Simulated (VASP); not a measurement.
HfC, 2 atoms in the cell. It takes space group Fm-3m (No. 225, cubic). The conventional cell has a = 4.650 Å, b = 4.650 Å, c = 4.650 Å, α = 90.00°, β = 90.00°, γ = 90.00°. Hf (site symmetry m-3m) is surrounded by 6 C at 2.33 Å. C (site symmetry m-3m) is surrounded by 6 Hf at 2.33 Å. 

```yaml
Program: VASP 6.6.1
Task: relaxation of cell and atoms
Functional: vdW-DF-cx
Potentials_or_basis: VASP PAW PBE potentials, release 64 (Hf_pv, C)
Cutoff: 600 eV
k_mesh: 10 × 10 × 10
Occupations: fermi-dirac, width 0.05 eV
Spin: no spin polarisation
Further_INCAR_settings: ALGO = Normal; EDIFF = 1e-06; IBRION = 2; EDIFFG = -0.02; NSW = 60; ISIF = 3
```

Potentials or basis: VASP PAW PBE potentials, release 64 (Hf_pv, C).

Launch:

```bash
$ cat potpaw_PBE.64/Hf_pv/POTCAR potpaw_PBE.64/C/POTCAR > POTCAR
$ mpirun -np 1 vasp_std > vasp.out
```

Hardware: 1 thread of Intel(R) Xeon(R) Platinum 8259CL CPU @ 2.50GHz (Skylake/Cascade Lake) (shared host).

**Question.** How long does it take, and how much memory?

**Answer.** It took 2.4 min on 1 thread of Intel(R) Xeon(R) Platinum 8259CL CPU @ 2.50GHz (Skylake/Cascade Lake) (shared host), peak memory 0.34 GiB. Counts: scf iterations 29, k points 47, ion steps 3.
